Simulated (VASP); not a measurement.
# TiSe (Pm-3m) in VASP: further runs

The runs below take TiSe through single point, with PBEsol+U.

Program: VASP 6.6.1. These are calculated values, not measurements. Logs are shortened: lines on timing, memory, paths and dates and some standing lists are left out, and cuts for length are marked.

### 1 The structure

Symmetry: Pm-3m, No. 221, cubic system. Conventional cell: a = 3.403 Å, b = 3.403 Å, c = 3.403 Å, α = 90.00°, β = 90.00°, γ = 90.00°. Ti (site symmetry m-3m) is surrounded by 8 Se at 2.95 Å. Se (site symmetry m-3m) has 8 Ti at 2.95 Å as nearest neighbours.

The cell comes from a database or a generator and needn't be the stable form of this composition.

### 2 Single point, PBEsol+U, collinear spin, antiferromagnetic start

Contents of INCAR:

```
PREC = Accurate
ENCUT = 520
EDIFF = 1E-6
ISMEAR = 0
SIGMA = 0.05
LREAL = F
LASPH = T
NELM = 60
ALGO = Normal
ISIF = 2
LWAVE = F
LCHARG = T
ISPIN = 2
MAGMOM = 1 -1 0 0
LORBIT = 11
LMAXMIX = 4
LDAU = T
LDAUTYPE = 2
LDAUL = 2 -1
LDAUU = 8 0
LDAUJ = 0 0
LDAUPRINT = 1
GGA = PS
LELF = T
LVHAR = T
```

Contents of KPOINTS:

```
regular mesh
0
Gamma
  4 4 6
```

Contents of POSCAR:

```
TiSe
1.0
    3.4034008100      3.4034008100      0.0000000000
   -3.4034008100      3.4034008100      0.0000000000
    0.0000000000      0.0000000000      3.4034008100
Ti Se
2 2
Direct
    0.0000000000      0.0000000000      0.0000000000
    0.5000000000      0.5000000000      0.0000000000
    0.5000000000      0.0000000000      0.5000000000
    0.0000000000      0.5000000000      0.5000000000
```

Potentials or basis: VASP PAW PBE potentials, release 64 (Ti_sv, Se).

Run with:

```sh
$ cat potpaw_PBE.64/Ti_sv/POTCAR potpaw_PBE.64/Se/POTCAR > POTCAR
$ mpirun -np 1 vasp_std > vasp.out
```

OUTCAR:

```text
PREC = Accurate
   ENCUT = 520
   EDIFF = 1E-6
   ISMEAR = 0
   LREAL = F
   LASPH = T
   NELM = 60
   ISIF = 2
   ISPIN = 2
   LORBIT = 11
   GGA = PS

 ion  position               nearest neighbor table
   1  0.000  0.000  0.000-
   2  0.500  0.500  0.000-
   3  0.500  0.000  0.500-
   4  0.000  0.500  0.500-

  LATTYP: Found a simple tetragonal cell.
 ALAT       =     4.8131355837
 C/A-ratio  =     0.7071067812

  Lattice vectors:

 A1 = (   3.4034008100,   3.4034008100,   0.0000000000)
 A2 = (  -3.4034008100,   3.4034008100,   0.0000000000)
 A3 = (   0.0000000000,   0.0000000000,   3.4034008100)

Analysis of symmetry for initial positions (statically):
=====================================================================
 Subroutine PRICEL returns following result:

  LATTYP: Found a simple cubic cell.
 ALAT       =     3.4034008100
[... 12 lines left out ...]
 Subroutine GETGRP returns: Found 16 space group operations
 (whereof 16 operations were pure point group operations)
 out of a pool of 16 trial point group operations.

The static configuration has the point symmetry D_4h.

Analysis of symmetry for dynamics (positions and initial velocities):
=====================================================================
 Subroutine PRICEL returns following result:

  LATTYP: Found a simple cubic cell.
 ALAT       =     3.4034008100
[... 12 lines left out ...]
 Subroutine GETGRP returns: Found 16 space group operations
 (whereof 16 operations were pure point group operations)
 out of a pool of 16 trial point group operations.

The dynamic configuration has the point symmetry D_4h.

Analysis of structural, dynamic, and magnetic symmetry:
=====================================================================
 Subroutine PRICEL returns following result:

  LATTYP: Found a simple cubic cell.
 ALAT       =     3.4034008100
[... 12 lines left out ...]
 Subroutine GETGRP returns: Found 16 space group operations
 (whereof 16 operations were pure point group operations)
 out of a pool of 16 trial point group operations.

The overall configuration has the point symmetry D_4h.

 Subroutine INISYM returns: Found 16 space group operations
[... 202 lines left out ...]
  o =  0.0436  v =  0.0000  0.0000  0.0000  0.0000  0.0000  0.0000  0.2665  0.0000  0.9638  0.0000      0.0000  0.0000  0.0000  0.0000  0.0000  0.0000  0.0000  0.0000  0.0000  0.0000
  o =  0.0456  v =  0.0000  0.0000  0.0000  0.0000  0.0000  1.0000  0.0000  0.0000  0.0000  0.0000      0.0000  0.0000  0.0000  0.0000  0.0000  0.0000  0.0000  0.0000  0.0000  0.0000
  o =  0.8306  v =  0.0000  0.0000  0.0000  0.0000  0.0000  0.0000 -0.0000 -0.0000 -0.0000  1.0000      0.0000  0.0000  0.0000  0.0000  0.0000  0.0000  0.0000  0.0000  0.0000  0.0000
  o =  0.8333  v =  0.0000  0.0000  0.0000  0.0000  0.0000  0.0000  0.0000 -1.0000  0.0000 -0.0000      0.0000  0.0000  0.0000  0.0000  0.0000  0.0000  0.0000  0.0000  0.0000  0.0000

 number of electron      35.9999999 magnetization      -0.0000000

 Free energy of the ion-electron system (eV)
  ---------------------------------------------------
  ext. energy  EPLUGINS =         0.00000000
  ---------------------------------------------------
  free energy    TOTEN  =       -20.32590238 eV

  energy without entropy =      -20.32572911  energy(sigma->0) =      -20.32581575

 E-fermi :   7.2429     XC(G=0): -10.7494

 val. band max:        7.1815363265   @ k =   0.5000   0.5000   0.5000
 cond. band min:       7.2994470661   @ k =   0.0000   0.0000   0.0000
 fundamental gap:      0.1179107396
 Fermi energy:         7.2428695341

 spin component 1

 k-point     1 :       0.0000    0.0000    0.0000
  band No.  band energies     occupation
      1     -50.8160      1.00000
      2     -49.2348      1.00000
      3     -27.2057      1.00000
      4     -27.2057      1.00000
      5     -27.1657      1.00000
      6     -25.6263      1.00000
[... 589 lines left out ...]
     21       9.7535      0.00000
     22       9.8266      0.00000
 Fermi energy:         7.2428695341

 spin component 2

 k-point     1 :       0.0000    0.0000    0.0000
  band No.  band energies     occupation
      1     -50.8160      1.00000
      2     -49.2348      1.00000
      3     -27.2057      1.00000
      4     -27.2057      1.00000
      5     -27.1657      1.00000
      6     -25.6263      1.00000
[... 589 lines left out ...]
     21       9.7535      0.00000
     22       9.8266      0.00000

------------------------ aborting loop because EDIFF is reached ----------------------------------------

  FORCE on cell =-STRESS in cart. coord.  units (eV):
  Direction    XX          YY          ZZ          XY          YZ          ZX
  --------------------------------------------------------------------------------------
  -------------------------------------------------------------------------------------
  Total        1.0307424      1.0307424      1.3111643      0.0000000      0.0000000      0.0000000
  in kB       20.9455343     20.9455343     26.6439372      0.0000000      0.0000000      0.0000000
  external PRESSURE =      22.8450020 kB  Pullay stress =       0.0000000 kB

 VOLUME and BASIS-vectors are now :
 -----------------------------------------------------------------------------
  energy-cutoff  :      520.00
  volume of cell :       78.84
      direct lattice vectors                 reciprocal lattice vectors
     3.403400810  3.403400810  0.000000000     0.146911877  0.146911877  0.000000000
    -3.403400810  3.403400810  0.000000000    -0.146911877  0.146911877  0.000000000
     0.000000000  0.000000000  3.403400810     0.000000000  0.000000000  0.293823753

 POSITION                                       TOTAL-FORCE (eV/Angst)
 -----------------------------------------------------------------------------------
      0.00000      0.00000      0.00000        -0.000000      0.000000     -0.000000
      0.00000      3.40340      0.00000         0.000000     -0.000000      0.000000
      1.70170      1.70170      1.70170        -0.000000      0.000000     -0.000000
     -1.70170      1.70170      1.70170        -0.000000      0.000000      0.000000
 -----------------------------------------------------------------------------------
    total drift:                               -0.000000      0.000000      0.000000

  FREE ENERGIE OF THE ION-ELECTRON SYSTEM (eV)
  ---------------------------------------------------
  free  energy   TOTEN  =       -20.3259023808 eV

  energy  without entropy=      -20.3257291146  energy(sigma->0) =      -20.32581575

 total charge

# of ion       s       p       d       tot
------------------------------------------
    1        2.111   6.038   1.907  10.056
    2        2.111   6.038   1.907  10.056
    3        1.449   2.465   0.023   3.937
    4        1.449   2.465   0.023   3.937
--------------------------------------------------
tot          7.119  17.006   3.860  27.985

 magnetization (x)

# of ion       s       p       d       tot
------------------------------------------
    1        0.013   0.009   1.661   1.683
    2       -0.013  -0.009  -1.661  -1.683
    3        0.000   0.000   0.000   0.000
    4        0.000   0.000   0.000   0.000
--------------------------------------------------
tot          0.000   0.000   0.000   0.000
```

It took 67 s on 1 thread of Intel Xeon Platinum 8488C (Sapphire Rapids), shared host; peak memory 0.24 GiB.

Results:

* Free energy: -20.3259 eV
* Pressure: 2.3 GPa
* Band gap on the k mesh: 0.12 eV
* Net moment: 0.00 μB per cell
* Site moments: Ti +1.68, -1.68; Se +0.00 μB
* Valence electrons inside the program's atomic spheres: Ti 10.06; Se 3.94

Stress tensor (GPa, compression positive):
```
2.09 0.00 0.00
0.00 2.09 0.00
0.00 0.00 2.66
```

Levels at points of the mesh, in eV from the valence-band top:
Spin up:
```csv
k point,band 14,band 15,band 16,band 17,band 18,band 19,band 20,band 21,band 22
"(0.00, 0.00, 0.00)",-3.22,-1.42,-1.42,-1.41,-0.02,0.12,1.46,2.86,2.87
"(0.50, 0.00, 0.00)",-3.90,-3.17,-1.81,-1.14,-1.08,2.45,2.62,3.15,3.32
"(0.50, 0.50, 0.00)",-2.33,-1.41,-1.35,-1.35,-1.29,3.77,4.01,4.01,4.30
"(0.00, 0.00, 0.50)",-4.67,-2.95,-1.81,-1.35,-1.35,2.11,2.16,2.16,4.08
"(0.50, 0.00, 0.50)",-3.36,-3.11,-3.02,-3.01,-1.96,1.76,2.14,2.25,2.72
"(0.50, 0.50, 0.50)",-5.01,-3.36,-2.65,-0.04,0.00,0.28,1.72,2.57,2.65
```
Spin down:
```csv
k point,band 15,band 16,band 17,band 18,band 19,band 20,band 21,band 22
"(0.00, 0.00, 0.00)",-1.42,-1.42,-1.41,-0.02,0.12,1.46,2.86,2.89
"(0.50, 0.00, 0.00)",-3.17,-1.81,-1.14,-1.08,2.45,2.62,3.15,3.32
"(0.50, 0.50, 0.00)",-1.41,-1.35,-1.35,-1.29,3.77,4.01,4.02,4.30
"(0.00, 0.00, 0.50)",-2.95,-1.81,-1.35,-1.35,2.11,2.16,2.16,4.08
"(0.50, 0.00, 0.50)",-3.11,-3.02,-3.01,-1.96,1.76,2.14,2.25,2.72
"(0.50, 0.50, 0.50)",-3.36,-2.65,-0.04,0.00,0.28,1.72,2.57,2.65
```

Eigenvalues of the final occupation matrices:
```csv
site,spin,trace,eigenvalues
site 1 d,1,1.80,0.04 0.04 0.05 0.83 0.83
site 1 d,2,0.13,0.01 0.01 0.03 0.04 0.04
site 2 d,1,0.13,0.01 0.01 0.03 0.04 0.04
site 2 d,2,1.80,0.04 0.04 0.05 0.83 0.83
```

Caveat: the PAW data sets were made with another functional, which shifts forces and pressure a little.

### 3 Single point, PBEsol+U, collinear spin, zero start

This run uses another cell than the first one: it holds 2 atoms, not 4.

Contents of INCAR:

```
ALGO     = Normal         # electronic algorithm
EDIFF    = 1E-6           # SCF threshold, eV
ENCUT    = 520            # plane-wave cutoff, eV
GGA      = PS             # functional
ISIF     = 2              # what is computed and relaxed
ISMEAR   = 0              # smearing method
ISPIN    = 2              # spin polarisation
LASPH    = True           # aspherical terms in the spheres
LCHARG   = False          # write CHGCAR
LDAU     = True           # DFT+U
LDAUJ    = 0 0          
LDAUL    = 2 -1           # shell
LDAUPRINT= 1            
LDAUTYPE = 2            
LDAUU    = 8 0            # U, eV
LMAXMIX  = 4              # l up to which the mixer works
LORBIT   = 11             # projections on sites
LREAL    = False          # projectors in reciprocal space
LWAVE    = False          # write WAVECAR
MAGMOM   = 0 0            # initial moments
NELM     = 60             # most SCF steps
PREC     = Accurate       # precision mode
SIGMA    = 0.05           # smearing width, eV
```

Contents of KPOINTS:

```
k-points
0
Gamma
  6 6 6
```

Contents of POSCAR:

```
TiSe
1.0
    3.4034008100      0.0000000000      0.0000000000
    0.0000000000      3.4034008100      0.0000000000
    0.0000000000      0.0000000000      3.4034008100
Ti Se
1 1
Direct
    0.0000000000      0.0000000000      0.0000000000
    0.5000000000      0.5000000000      0.5000000000
```

Potentials or basis: VASP PAW PBE potentials, release 64 (Ti_sv, Se).

Run with:

```sh
$ cat potpaw_PBE.64/Ti_sv/POTCAR potpaw_PBE.64/Se/POTCAR > POTCAR
$ mpirun -np 1 vasp_std > vasp.out
```

Run time: 29 s. Hardware: 1 thread of Intel Xeon Platinum 8488C (Sapphire Rapids), shared host; peak memory 0.18 GiB.

Results (log left out):

- Free energy: -8.3219 eV
- Pressure: -10.8 GPa
- Band gap on the k mesh: none (metal or under the smearing width)
- Net moment: 0.00 μB per cell
- Valence electrons inside the program's atomic spheres: Ti 9.83; Se 3.86

Levels at points of the mesh, in eV from the Fermi level:
Spin up:
```
           k point  band 5  band 6  band 7  band 8  band 9  band 10  band 11  band 12  band 13
(0.00, 0.00, 0.00)  -14.78   -1.71   -1.71   -1.71   -1.60    -1.60     0.85     2.57     2.57
(0.50, 0.00, 0.00)  -13.72   -7.11   -1.80   -1.80   -1.01     1.22     2.75     3.56     3.87
(0.50, 0.50, 0.00)  -13.03   -5.36   -5.36   -1.90   -0.30     1.34     1.61     1.61     1.80
(0.50, 0.50, 0.50)  -12.16   -5.02   -5.02   -5.02    1.38     1.38     1.71     1.71     1.71
```
Spin down:
```tsv
k point	band 5	band 6	band 7	band 8	band 9	band 10	band 11	band 12	band 13
(0.00, 0.00, 0.00)	-14.78	-1.71	-1.71	-1.71	-1.60	-1.60	0.85	2.57	2.57
(0.50, 0.00, 0.00)	-13.72	-7.11	-1.80	-1.80	-1.01	1.22	2.75	3.56	3.87
(0.50, 0.50, 0.00)	-13.03	-5.36	-5.36	-1.90	-0.30	1.34	1.61	1.61	1.80
(0.50, 0.50, 0.50)	-12.16	-5.02	-5.02	-5.02	1.38	1.38	1.71	1.71	1.71
```

Eigenvalues of the final occupation matrices:
```
    site  spin  trace               eigenvalues
site 1 d     1   0.82  0.06 0.06 0.06 0.32 0.32
site 1 d     2   0.82  0.06 0.06 0.06 0.32 0.32
```

Caveat: the PAW data sets were made with another functional, which shifts forces and pressure a little.

### 4 Single point, PBEsol+U, collinear spin, random start

This run uses another cell than the first one: it holds 2 atoms, not 4.

Contents of INCAR:

```
SYSTEM = TiSe
PREC     = Accurate       ! precision mode
ENCUT    = 520            ! plane-wave cutoff, eV
EDIFF    = 1E-6           ! SCF threshold, eV
ISMEAR   = 0              ! smearing method
SIGMA    = 0.05           ! smearing width, eV
LREAL    = .FALSE.        ! projectors in reciprocal space
LASPH    = .TRUE.         ! aspherical terms in the spheres
NELM     = 80             ! most SCF steps
ALGO     = Normal         ! electronic algorithm
ISIF     = 2              ! what is computed and relaxed
LWAVE    = .FALSE.        ! write WAVECAR
LCHARG   = .FALSE.        ! write CHGCAR
ISPIN    = 2              ! spin polarisation
MAGMOM   = 0.9 0          ! initial moments
LORBIT   = 11             ! projections on sites
LMAXMIX  = 4              ! l up to which the mixer works
LDAU     = .TRUE.         ! DFT+U
LDAUTYPE = 2            
LDAUL    = 2 -1           ! shell
LDAUU    = 8 0            ! U, eV
LDAUJ    = 0 0          
LDAUPRINT= 1            
GGA      = PS             ! functional
NBANDS   = 20             ! bands
```

Contents of KPOINTS:

```
Automatic mesh
0
G
  6 6 6
  0 0 0
```

POSCAR is that of step 3.

Run with:

```sh
$ cat potpaw_PBE.64/Ti_sv/POTCAR potpaw_PBE.64/Se/POTCAR > POTCAR
$ mpirun -np 1 vasp_std > vasp.out
```

Run time: 82 s. Hardware: 1 thread of Intel Xeon Platinum 8488C (Sapphire Rapids), shared host; peak memory 0.18 GiB.

Results (log left out):

| Quantity | Value |
| --- | --- |
| Free energy | -8.3219 eV |
| Pressure | -10.7 GPa |
| Band gap on the k mesh | none (metal or under the smearing width) |
| Net moment | 0.00 μB per cell |
| Valence electrons inside the program's atomic spheres | Ti 9.83; Se 3.86 |

Levels at points of the mesh, in eV from the Fermi level:
Spin up:
| k point | band 7 | band 8 | band 9 | band 10 | band 11 | band 12 |
| --- | --- | --- | --- | --- | --- | --- |
| (0.00, 0.00, 0.00) | -1.71 | -1.71 | -1.60 | -1.60 | 0.85 | 2.57 |
| (0.50, 0.00, 0.00) | -1.80 | -1.80 | -1.01 | 1.22 | 2.75 | 3.56 |
| (0.50, 0.50, 0.00) | -5.36 | -1.90 | -0.30 | 1.34 | 1.61 | 1.61 |
| (0.50, 0.50, 0.50) | -5.02 | -5.02 | 1.38 | 1.38 | 1.71 | 1.71 |
Spin down:
```
           k point  band 7  band 8  band 9  band 10  band 11  band 12
(0.00, 0.00, 0.00)   -1.71   -1.71   -1.60    -1.60     0.85     2.57
(0.50, 0.00, 0.00)   -1.80   -1.80   -1.01     1.22     2.75     3.56
(0.50, 0.50, 0.00)   -5.36   -1.90   -0.30     1.34     1.61     1.61
(0.50, 0.50, 0.50)   -5.02   -5.02    1.38     1.38     1.71     1.71
```

Eigenvalues of the final occupation matrices:
```
    site  spin  trace               eigenvalues
site 1 d     1   0.82  0.06 0.06 0.06 0.32 0.32
site 1 d     2   0.82  0.06 0.06 0.06 0.32 0.32
```

Caveat: the PAW data sets were made with another functional, which shifts forces and pressure a little. The state reached can hang on the start; a lower one may exist.

### 5 Single point, PBEsol+U, collinear spin, ferromagnetic start

This run uses another cell than the first one: it holds 2 atoms, not 4.

Contents of INCAR:

```
PREC = Accurate
ENCUT = 520
EDIFF = 1E-6
ISMEAR = 0
SIGMA = 0.05
LREAL = F
LASPH = T
NELM = 80
ALGO = Normal
ISIF = 2
LWAVE = F
LCHARG = T
ISPIN = 2
MAGMOM = 1 0
LORBIT = 11
NUPDOWN = 4
LMAXMIX = 4
LDAU = T
LDAUTYPE = 2
LDAUL = 2 -1
LDAUU = 8 0
LDAUJ = 0 0
LDAUPRINT = 1
GGA = PS
LELF = T
LVHAR = T
NBANDS = 20
```

Contents of KPOINTS:

```
Automatic mesh
0
Gamma
  6 6 6
```

POSCAR is that of step 4.

Run with:

```sh
$ cat potpaw_PBE.64/Ti_sv/POTCAR potpaw_PBE.64/Se/POTCAR > POTCAR
$ mpirun -np 1 vasp_std > vasp.out
```

Wall time 65 s (1 thread of Intel Xeon Platinum 8488C (Sapphire Rapids), shared host); peak memory 0.18 GiB.

It converged, with:

```yaml
Free_energy: -5.6523 eV
Pressure: 9.2 GPa
Net_moment: 4.00 μB per cell
Site_moments: Ti +2.24; Se +0.58 μB
Valence_electrons_inside_the_program's_atomic_spheres: Ti 10.36; Se 3.73
```

Eigenvalues of the final occupation matrices:
| site | spin | trace | eigenvalues |
| --- | --- | --- | --- |
| site 1 d | 1 | 2.18 | 0.06 0.06 0.68 0.68 0.68 |
| site 1 d | 2 | 0.04 | 0.00 0.00 0.01 0.01 0.01 |

Caveat: the moment is held away from its start; the PAW data sets were made with another functional, which shifts forces and pressure a little; the total moment is fixed, so each spin has its own Fermi level.

### 6 Overview

```csv
spin,fixed moment (μB),k mesh,supercell matrix,gap on the mesh (eV),pressure (GPa),moment (μB)
"collinear, antiferromagnetic start",-,4 × 4 × 6,"[1, 1, 0, -1, 1, 0, 0, 0, 1]",0.12,2.3,0.00
"collinear, zero start",-,6 × 6 × 6,-,none,-10.8,0.00
"collinear, random start",-,6 × 6 × 6,-,none,-10.7,0.00
"collinear, ferromagnetic start",4,6 × 6 × 6,-,-,9.2,4.00
```

Alike in all rows: task single point; level PBEsol+U; potentials or basis VASP PAW PBE potentials, release 64 (Ti_sv, Se); Ti d U = 8 eV; cell as given; cutoff (eV) 520; smearing gaussian 0.05 eV.

On the cell as given the gap runs from zero (PBEsol+U) to 0.12 eV (PBEsol+U); the meshes differ, which moves gaps too.

Caveats: the PAW data sets were made with another functional, which shifts forces and pressure a little; the moment is held away from its start (some runs); the total moment is fixed, so each spin has its own Fermi level (some runs).

Absolute energies hang on the potentials; compare differences alone.
